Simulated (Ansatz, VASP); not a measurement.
This is a calculation of Pd (Palladium) for VASP 6.6.1. 

File INCAR:

```
SYSTEM = Pd
PREC     = Accurate       ! precision mode
ENCUT    = 550            ! plane-wave cutoff, eV
EDIFF    = 1E-7           ! SCF threshold, eV
ISMEAR   = 0              ! smearing method
SIGMA    = 0.1            ! smearing width, eV
LREAL    = .False.        ! projectors in reciprocal space
LASPH    = .True.         ! aspherical terms in the spheres
NELM     = 60             ! most SCF steps
ALGO     = Normal         ! electronic algorithm
ISIF     = 2              ! what is computed and relaxed
LWAVE    = .False.        ! write WAVECAR
LCHARG   = .False.        ! write CHGCAR
GGA      = PE             ! functional
NBANDS   = 11             ! bands
```

The input KPOINTS:

```
Automatic mesh
0
Gamma
  12 12 12
  0 0 0
```

File POSCAR:

```
Pd
2.7528
    0.000000000000      0.707098227260      0.707098227260
    0.707098227260      0.000000000000      0.707098227260
    0.707098227260      0.707098227260      0.000000000000
Pd
1
Direct
    0.0000000000      0.0000000000      0.0000000000
```

Potentials or basis: VASP PAW PBE potentials, release 64 (Pd_GW).

Command:

```sh
$ cat potpaw_PBE.64/Pd_GW/POTCAR > POTCAR
$ mpirun -np 1 vasp_std > vasp.out
```

What does the same run look like in Ansatz 0.2.0? Potentials or basis there: all-electron LAPW, scalar-relativistic.

As run (cutoffs and basis follow the program's own potentials, and thresholds, step limits or extra output files can differ):

File input.yaml:

```yaml
crystal:
  lattice:
    - [0.0, 1.9465, 1.9465]
    - [1.9465, 0.0, 1.9465]
    - [1.9465, 1.9465, 0.0]
  atoms:
    - { symbol: Pd, position: [0.0, 0.0, 0.0] }
kpoints:
  mp_grid: { grid: [12, 12, 12] }
scf:
  occupations: { method: gaussian, width: 0.1 }
hamiltonian:
  xc: pbe
  pseudopotentials: { kind: all_electron, lapw: { basis_error: 0.001 } }
output:
  forces: true
  stress: true
  eigenvalues: true
```

Potentials or basis: all-electron LAPW, scalar-relativistic.

The run is started by

```bash
$ ansatz run input.yaml --threads 1 --pin off --max-ram 3072MiB --backend cpu --events-out ev --progress --plain --runs-dir out
```

Both were run:

|  | VASP | Ansatz |
| --- | --- | --- |
| Pressure | 5.7 GPa | 6.8 GPa |

Where Ansatz's input types no cutoff or centring, it takes its own default and a Γ-centred mesh.

Pressure is positive in compression.
